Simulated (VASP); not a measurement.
The system is CaSe.

```
CELL_PARAMETERS angstrom
0.00000 2.95600 2.95600
2.95600 0.00000 2.95600
2.95600 2.95600 0.00000
ATOMIC_POSITIONS crystal
Se 0.50000 0.50000 0.50000
Ca 0.00000 0.00000 0.00000
```

Base run:

```yaml
Program: VASP 6.6.1
Functional: TB-mBJ
Potentials_or_basis: VASP PAW PBE potentials, release 64 (Se, Ca_sv)
Cutoff: 520 eV
k_mesh: 8 × 8 × 8
Occupations: gaussian, width 0.02 eV
Spin: no spin polarisation
```

Its results: band gap on the k mesh 2.86 eV, indirect (least direct gap 3.70 eV).

**Question.** The run is repeated on the same cell with these changes: functional from TB-mBJ to PBEsol; further incar settings from ALGO = Normal; EDIFF = 1e-07 to ALGO = Fast; EDIFF = 1e-07. What comes out?

**Answer.** Band gap on the k mesh 1.92 eV, indirect (least direct gap 2.87 eV).
